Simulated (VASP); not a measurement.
BeS, 16 atoms in the cell. Symmetry: F-43m, No. 216, cubic system. Conventional cell: a = 4.850 Å, b = 4.850 Å, c = 4.850 Å, α = 90.00°, β = 90.00°, γ = 90.00°. Around Be (site symmetry -43m) lie 4 S at 2.10 Å. S (site symmetry -43m) is surrounded by 4 Be at 2.10 Å.  The cell isn't the ideal one: the relaxed cell repeated 8 times, on the trajectory's mesh.

- Program: VASP 6.6.1
- Task: single point
- Functional: PBEsol
- Potentials or basis: VASP PAW PBE potentials, release 64 (Be, S)
- Cutoff: 520 eV
- k mesh: 2 × 2 × 2, shifted
- Occupations: gaussian, width 0.1 eV
- Spin: no spin polarisation
- Dipole correction: no
- Further INCAR settings: LREAL = Auto; ALGO = Normal; EDIFF = 1e-06; NBANDS = 46; ISYM = 0

Potentials or basis: VASP PAW PBE potentials, release 64 (Be, S).

The run is started by

```console
$ cat potpaw_PBE.64/Be/POTCAR potpaw_PBE.64/S/POTCAR > POTCAR
$ mpirun -np 1 vasp_std > vasp.out
```

Hardware: 1 thread of Intel(R) Xeon(R) Platinum 8488C (Sapphire Rapids) (shared host).

**Question.** How long does it take, and how much memory?

**Answer.** Run time: 5.7 min on 1 thread of Intel(R) Xeon(R) Platinum 8488C (Sapphire Rapids), with other jobs on the host, peak memory 0.42 GiB. Counts: scf iterations 12, k points 16.
